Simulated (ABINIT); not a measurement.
CsSnI3:

```
Cs I Sn
1.0
     6.20570    0.00000    0.00000
     0.00000    6.20570    0.00000
     0.00000    0.00000    6.20570
Cs I Sn
1 3 1
Direct
  0.00000 0.00000 0.00000
  0.50000 0.50000 0.00000
  0.50000 0.00000 0.50000
  0.00000 0.50000 0.50000
  0.50000 0.50000 0.50000
```

Base run:

- Program: ABINIT 10.8.3 (patched build)
- Functional: LDA
- Potentials or basis: JTH PAW LDA v2.0
- Cutoff: 544 eV
- k mesh: 4 × 4 × 4
- Occupations: fermi-dirac, width 0.05 eV
- Spin: no spin polarisation

Its results: band gap on the k mesh 0.26 eV, direct.

Question: The run is repeated on the same cell with these changes: k mesh from 4 × 4 × 4 to 3 × 3 × 3. What comes out?

Answer: Band gap on the k mesh 3.09 eV, direct.

Caveats: spin-orbit coupling is left out, which moves the levels of the heavy elements; the cell was measured hot, at 500 K; an odd mesh through Γ misses points on the zone boundary, where band edges often lie (some runs).

Not every run made on this cell is shown here.
